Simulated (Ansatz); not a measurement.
## TiSi under changes of volume

One of the cells (14.630 Å³/atom); the others are scaled copies at fixed shape and fractional positions:

```xyz
2
Lattice="1.8162 -2.1176 0.0000 1.8162 2.1176 0.0000 0.0000 0.0000 3.8039" Properties=species:S:1:pos:R:3 pbc="T T T"
Ti    1.8162    0.0000    0.0000
Si    0.0000    0.0000    1.9020
```

The cell comes from a database or a generator and needn't be the stable form of this composition.

```yaml
Program: Ansatz 0.2.0
Functional: LDA
Potentials_or_basis: Ansatz PAW
Cutoff: "420 eV (not typed: the program's choice for these potentials)"
k_mesh: 10 × 10 × 7
Occupations: fermi-dirac, width 0.05 eV
Spin: no spin polarisation
```

```csv
volume (Å³/atom),energy over the lowest point (meV/atom),pressure (GPa)
13.752,0.00,0.7
14.045,1.55,-2.4
14.337,8.59,-5.3
14.630,20.62,-7.9
14.922,37.15,-10.2
15.215,57.72,-12.3
15.508,?,?
```

Problem. What does the run at 15.508 Å³/atom give?

Solution. Energy over the lowest point 81.90 meV/atom; pressure -14.1 GPa.

Worked out: A Birch-Murnaghan fit of order 3 (a polynomial in V^(-2/3)) to the other rows has its minimum at 13.82 Å³/atom with B0 = V·E''(V) = 155 GPa and B' = 3.9 at fixed shape and positions, which overstates the stiffness. It gives 81.98 meV/atom at 15.508 Å³/atom, against the run's 81.90, and -dE/dV = -14.2 GPa, against -14.1.

Energies are extrapolated to zero smearing.

Caveats: the PAW data sets come from PBE, with cores solved anew for the run's functional, which leaves a small shift of forces and pressure.
